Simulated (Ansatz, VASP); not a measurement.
Two plane-wave programs on SiC

Contents of INCAR:

```
SYSTEM = SiC
ALGO = Normal ; EDIFF = 1E-6
ENCUT = 520 ; GGA = PE
ISIF = 2 ; ISMEAR = -1
LASPH = .True. ; LCHARG = .True.
LELF = .True. ; LREAL = .False.
LVHAR = .True. ; LWAVE = .False.
NBANDS = 11 ; NELM = 80
PREC = Accurate ; SIGMA = 0.02
```

The input KPOINTS:

```
k-points
0
Gamma
  10 10 10
  0 0 0
```

The input POSCAR:

```
SiC
1.0
    0.0000000000      2.0667514139      2.0667514139
    2.0667514139      0.0000000000      2.0667514139
    2.0667514139      2.0667514139      0.0000000000
Si C
1 1
Direct
    0.2500000000      0.2500000000      0.2500000000
    0.0000000000      0.0000000000      0.0000000000
```

Input for Ansatz:

```yaml
crystal:
  lattice:
    - [0.0, 2.0667514139, 2.0667514139]
    - [2.0667514139, 0.0, 2.0667514139]
    - [2.0667514139, 2.0667514139, 0.0]
  atoms:
    - { symbol: Si, position: [0.25, 0.25, 0.25] }
    - { symbol: C, position: [0.0, 0.0, 0.0] }
kpoints:
  mp_grid: { grid: [10, 10, 10] }
  band_path:
    path:
      - [0.0, 0.0, 0.0]
      - [-0.5, -0.5, 0.0]
      - [-0.375, -0.375, 0.25]
      - [-0.375, 0.0, 0.375]
      - [0.0, 0.0, 0.5]
      - [-0.5, -0.25, 0.25]
      - [0.0, 0.5, 0.5]
    npoints: 1
hamiltonian:
  xc: pbe
scf:
  occupations: { method: fermi_dirac, width: 0.02 }
  n_extra_bands: 4
output:
  forces: true
  stress: true
  eigenvalues: true
```

Change from the starting cell: hydrostatic strain -5.1%.

Alike in both runs: task single point; functional PBE; k mesh 10 × 10 × 10; occupations fermi-dirac, width 0.02 eV; no spin polarisation.

```csv
,VASP,Ansatz
version,VASP 6.6.1,Ansatz 0.2.0
potentials or method,"VASP PAW PBE potentials, release 64 (Si, C)","plane waves, PAW"
plane-wave cutoff (eV),520,420
valence electrons in the cell,8,8
```

Ansatz gave:

| Property | Result |
| --- | --- |
| gap on the k mesh at the Fermi level (eV) | 1.20 |
| pressure (GPa) | 51.6 |

What did VASP give for the same quantities?

gap on the k mesh at the Fermi level (eV): 1.19; pressure (GPa): 51.4.

Caveats: so large a pressure means that the cell lies far from this level's equilibrium, or that cutoff or potentials fall short (VASP). A k mesh can miss the band edges.
